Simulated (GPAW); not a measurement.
A run of GPAW 26.7.0:

File run.py:

```python
from ase.dft.bandgap import bandgap
from ase.io import read, write
from ase.units import GPa
from gpaw import GPAW, PW

atoms = read('SnTe.xyz')

calc = GPAW(mode=PW(500),
            xc='PBE',
            kpts={'size': (5, 5, 5), 'gamma': True},
            occupations={'name': 'fermi-dirac', 'width': 0.05},
            nbands=19,
            maxiter=120,
            txt='gpaw.txt')
atoms.calc = calc
energy = atoms.get_potential_energy()
forces = atoms.get_forces()
stress = atoms.get_stress()
calc.write('gs.gpw')
write('result.traj', atoms)
print(f'Energy: {energy:.6f} eV')
print('Forces (eV/A):')
print(forces.round(4))
print('Stress (GPa):', (stress / GPa).round(3))
print('Fermi level:', round(calc.get_fermi_level(), 4), 'eV')
print(f'Gap: {bandgap(calc)[0]:.4f} eV, direct: {bandgap(calc, direct=True)[0]:.4f} eV')
```

The input SnTe.xyz:

```xyz
2
Lattice="0.0000000000 3.6111460000 3.6111460000 3.6111460000 0.0000000000 3.6111460000 3.6111460000 3.6111460000 0.0000000000" Properties=species:S:1:pos:R:3 pbc="T T T"
Te     1.8055730000      1.8055730000      1.8055730000
Sn     0.0000000000      0.0000000000      0.0000000000
```

Potentials or basis: GPAW PAW data sets (gpaw-data 1.2.1), pw.

Run with:

```bash
$ OMP_NUM_THREADS=1 python run.py
```

Hardware: 1 thread of AMD EPYC 9R45 96-Core Processor (Zen 5), on a shared host.

**Question.** How long does it take, and how much memory?

**Answer.** It took 4.7 s on 1 thread of AMD EPYC 9R45 96-Core Processor (Zen 5) (shared host), peak memory 0.16 GiB. Counts: scf iterations 8, plane waves 2421, bands 19, k points 10.
